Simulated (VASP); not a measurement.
# InAs (F-43m) in VASP: further runs

The runs below take InAs through single point, with PBE.

All numbers are computed with VASP 6.6.1; they aren't measurements. Logs are shortened: lines on timing, memory, paths and dates and some standing lists are left out, and cuts for length are marked.

**Experimental background.**

From a printed reference work, data compilation, for a bulk crystal of InAs at 4.2 K: band gap 0.418 eV (direct).

The runs below are set against these values where they give the same quantity.

## Step 1: The structure

It takes space group F-43m (No. 216, cubic). The conventional cell has a = 6.036 Å, b = 6.036 Å, c = 6.036 Å, α = 90.00°, β = 90.00°, γ = 90.00°. Around In (site symmetry -43m) lie 4 As at 2.61 Å. As (site symmetry -43m) is surrounded by 4 In at 2.61 Å.

## Step 2: Single point, PBE

Contents of INCAR:

```
SYSTEM = InAs
ALGO = Normal ; EDIFF = 1E-7
ENCUT = 520 ; GGA = PE
ISIF = 2 ; ISMEAR = 0
LASPH = .True. ; LCHARG = .False.
LREAL = .False. ; LWAVE = .False.
NBANDS = 16 ; NELM = 60
PREC = Accurate ; SIGMA = 0.02
```

Contents of KPOINTS:

```
k-points
0
Gamma
  8 8 8
  0 0 0
```

Contents of POSCAR:

```
InAs
1.0
    0.0000000000      3.0180000000      3.0180000000
    3.0180000000      0.0000000000      3.0180000000
    3.0180000000      3.0180000000      0.0000000000
In As
1 1
Direct
    0.0000000000      0.0000000000      0.0000000000
    0.2500000000      0.2500000000      0.2500000000
```

Potentials or basis: VASP PAW PBE potentials, release 64 (In_d, As).

On the command line:

```sh
> cat potpaw_PBE.64/In_d/POTCAR potpaw_PBE.64/As/POTCAR > POTCAR
> mpirun -np 1 vasp_std > vasp.out
```

OUTCAR:

```text
SYSTEM = InAs
   EDIFF = 1E-7
   ENCUT = 520
   GGA = PE
   ISIF = 2
   ISMEAR = 0
   LASPH = .True.
   LREAL = .False.
   NELM = 60
   PREC = Accurate

 ion  position               nearest neighbor table
   1  0.000  0.000  0.000-   2 2.61   2 2.61   2 2.61   2 2.61
   2  0.250  0.250  0.250-   1 2.61   1 2.61   1 2.61   1 2.61

  LATTYP: Found a face centered cubic cell.
 ALAT       =     6.0360000000

  Lattice vectors:

 A1 = (   0.0000000000,   3.0180000000,   3.0180000000)
 A2 = (   3.0180000000,   0.0000000000,   3.0180000000)
 A3 = (   3.0180000000,   3.0180000000,   0.0000000000)

Analysis of symmetry for initial positions (statically):
=====================================================================
 Subroutine PRICEL returns:
 Original cell was already a primitive cell.

 Routine SETGRP: Setting up the symmetry group for a
 face centered cubic supercell.

 Subroutine GETGRP returns: Found 24 space group operations
 (whereof 24 operations were pure point group operations)
 out of a pool of 48 trial point group operations.

The static configuration has the point symmetry T_d .

Analysis of symmetry for dynamics (positions and initial velocities):
=====================================================================
 Subroutine PRICEL returns:
 Original cell was already a primitive cell.

 Routine SETGRP: Setting up the symmetry group for a
 face centered cubic supercell.

 Subroutine GETGRP returns: Found 24 space group operations
 (whereof 24 operations were pure point group operations)
 out of a pool of 48 trial point group operations.

The dynamic configuration has the point symmetry T_d .

 Subroutine INISYM returns: Found 24 space group operations
 (whereof 24 operations are pure point group operations),
 and found     1 'primitive' translations

----------------------------------------------------------------------------------------

                                     Primitive cell

  volume of cell :      54.9778

  direct lattice vectors                    reciprocal lattice vectors
     0.000000000  3.018000000  3.018000000    -0.165672631  0.165672631  0.165672631
     3.018000000  0.000000000  3.018000000     0.165672631 -0.165672631  0.165672631
     3.018000000  3.018000000  0.000000000     0.165672631  0.165672631 -0.165672631

  length of vectors
     4.268096531  4.268096531  4.268096531     0.286953414  0.286953414  0.286953414

[... 79 lines left out ...]
   NELM   =     60;   NELMIN=  2; NELMDL= -5     # of ELM steps
   EDIFF  = 0.1E-06   stopping-criterion for ELM
   LREAL  =      F    real-space projection
   EDIFFG = 0.1E-05   stopping-criterion for IOM
   NSW    =      0    number of steps for IOM
   IBRION =     -1    ionic relax: 0-MD 1-quasi-New 2-CG
   NFREE  =      0    steps in history (QN), initial steepest desc. (CG)
   ISIF   =      2    stress and relaxation
   ISYM   =      2    0-nonsym 1-usesym 2-fastsym
   POTIM  = 0.5000    time-step for ionic-motion
   TEBEG  =    0.0;   TEEND  =   0.0 temperature during run
   PSTRESS=    0.0 pullay stress
   NELECT =      18.0000    total number of electrons
   NUPDOWN=      -1.0000    fix difference up-down
   EMIN   =  10.00;   EMAX   =-10.00  energy-range for DOS
   EFERMI =   0.00;   METHOD = LEGACY
   ISMEAR =     0;   SIGMA  =   0.02  broadening in eV -4-tet -1-fermi 0-gaus
   EFERMI_NEDOS =   21; number of points for ismear=-14 and -15
   IALGO  =     38    algorithm
   IMIX   =      4    mixing-type and parameters
     AMIX     =   0.40;   BMIX     =  1.00
     AMIX_MAG =   1.60;   BMIX_MAG =  1.00
  volume/ion in A,a.u.               =      27.49       185.50
  Fermi-wavevector in a.u.,A,eV,Ry     =   1.128331  2.132236 17.321990  1.273130
  Thomas-Fermi vector in A             =   2.265020
   LORBIT       =      0    0 simple, 1 ext, 2 COOP (PROOUT), +10 PAW based schemes
   GGA     = PE    functional components
   LHFCALC =     F    Hartree Fock is set to
   AEXX    =    0.0000 exact exchange contribution
   IVDW    =     0    specifies the selected vdW correction
   LEPSILON=     F    determine dielectric tensor
   LRPA    =     F    only Hartree local field effects (RPA)
 non-spin polarized calculation
 Gauss-broadening in eV      SIGMA  =   0.02
  energy-cutoff  :      520.00
  volume of cell :       54.98
 maximum number of plane-waves:      1494
   NGX = 15   NGY = 15   NGZ = 15

 number of electron      17.9999991 magnetization

 Free energy of the ion-electron system (eV)
  ---------------------------------------------------
  ext. energy  EPLUGINS =         0.00000000
  ---------------------------------------------------
  free energy    TOTEN  =        -7.66127318 eV

  energy without entropy =       -7.66121292  energy(sigma->0) =       -7.66124305

 E-fermi :   4.5702     XC(G=0):  -9.1165

 val. band max:        4.5641450406   @ k =   0.0000   0.0000   0.0000
 cond. band min:       5.5326482584   @ k =   0.5000   0.0000   0.0000
 fundamental gap:      0.9685032178
 Fermi energy:         4.5702363162

 k-point     1 :       0.0000    0.0000    0.0000
  band No.  band energies     occupation
      1      -9.8397      2.00000
      2      -9.8397      2.00000
      3      -9.8397      2.00000
      4      -9.7116      2.00000
      5      -9.7116      2.00000
      6      -7.3326      2.00000
[... 433 lines left out ...]
      3      -9.7850      2.00000
      4      -9.7168      2.00000
      5      -9.7040      2.00000
      6      -5.5765      2.00000
[... 8 lines left out ...]
     15      14.9915      0.00000
     16      15.7168      0.00000

 [... further k-points ...]

------------------------ aborting loop because EDIFF is reached ----------------------------------------

  FORCE on cell =-STRESS in cart. coord.  units (eV):
  Direction    XX          YY          ZZ          XY          YZ          ZX
  --------------------------------------------------------------------------------------
  -------------------------------------------------------------------------------------
  Total        1.4979333      1.4979333      1.4979333     -0.0000000     -0.0000000      0.0000000
  in kB       43.6531254     43.6531254     43.6531254     -0.0000000     -0.0000000      0.0000000
  external PRESSURE =      43.6531254 kB  Pullay stress =       0.0000000 kB

 VOLUME and BASIS-vectors are now :
 -----------------------------------------------------------------------------
  energy-cutoff  :      520.00
  volume of cell :       54.98
      direct lattice vectors                 reciprocal lattice vectors
     0.000000000  3.018000000  3.018000000    -0.165672631  0.165672631  0.165672631
     3.018000000  0.000000000  3.018000000     0.165672631 -0.165672631  0.165672631
     3.018000000  3.018000000  0.000000000     0.165672631  0.165672631 -0.165672631

 POSITION                                       TOTAL-FORCE (eV/Angst)
 -----------------------------------------------------------------------------------
      0.00000      0.00000      0.00000        -0.000000      0.000000      0.000000
      1.50900      1.50900      1.50900         0.000000     -0.000000     -0.000000
 -----------------------------------------------------------------------------------
    total drift:                               -0.000000     -0.000000     -0.000000

  FREE ENERGIE OF THE ION-ELECTRON SYSTEM (eV)
  ---------------------------------------------------
  free  energy   TOTEN  =        -7.6612731773 eV

  energy  without entropy=       -7.6612129186  energy(sigma->0) =       -7.66124305
```

Run time: 18 s. Hardware: 1 thread of Intel Xeon Platinum 8259CL at 2.50GHz (Skylake/Cascade Lake), shared host; peak memory 0.18 GiB.

Results:

| Property | Result |
| --- | --- |
| Free energy | -7.6613 eV |
| Pressure | 4.4 GPa |
| Band gap on the k mesh | none (metal or under the smearing width) |

Caveat: this crystal is a semiconductor, whose small gap the functional closes, so the metal is an error of the method.

## Step 3: Single point, PBE

INCAR is that of step 2.

Contents of KPOINTS:

```
k-points
0
Gamma
  10 10 10
  0 0 0
```

POSCAR is that of step 2.

Potentials or basis: VASP PAW PBE potentials, release 64 (In_d, As).

On the command line:

```sh
> cat potpaw_PBE.64/In_d/POTCAR potpaw_PBE.64/As/POTCAR > POTCAR
> mpirun -np 1 vasp_std > vasp.out
```

Run time: 28 s. Hardware: 1 thread of Intel Xeon Platinum 8259CL at 2.50GHz (Skylake/Cascade Lake), shared host; peak memory 0.19 GiB.

It converged, with:

| Property | Result |
| --- | --- |
| Free energy | -7.6643 eV |
| Pressure | 4.3 GPa |
| Band gap on the k mesh | none (metal or under the smearing width) |

Levels at points of the mesh, in eV from the Fermi level:
```tsv
k point	band 5	band 6	band 7	band 8	band 9	band 10	band 11	band 12	band 13	band 14
(0.00, 0.00, 0.00)	-14.28	-11.90	-0.17	-0.01	-0.01	-0.01	3.90	3.90	3.90	7.52
(0.50, 0.00, 0.00)	-14.27	-10.42	-5.80	-1.00	-1.00	0.96	4.67	4.67	6.86	9.06
(0.50, 0.50, 0.00)	-14.26	-9.87	-5.87	-2.35	-2.35	1.53	2.06	9.21	9.31	9.31
```

Caveat: this crystal is a semiconductor, whose small gap the functional closes, so the metal is an error of the method.

## Step 4: Against experiment

Step 2. A measured gap of InAs is 0.418 eV (direct; 4.2 K; a printed reference work, data compilation); the calculated 0.00 eV misses it by -0.42 eV. Spin-orbit coupling on As, In is left out. The value is that of PBE on a finite k mesh, which can miss the band edges, without temperature or zero-point motion. Semilocal functionals fall short of measured gaps as a rule.

Step 3. Against the measured gap of InAs, 0.418 eV (direct; 4.2 K; a printed reference work, data compilation), the calculated 0.00 eV is off by -0.42 eV. Spin-orbit coupling on As, In is left out. The value is that of PBE on a finite k mesh, which can miss the band edges, without temperature or zero-point motion. Semilocal functionals fall short of measured gaps as a rule.
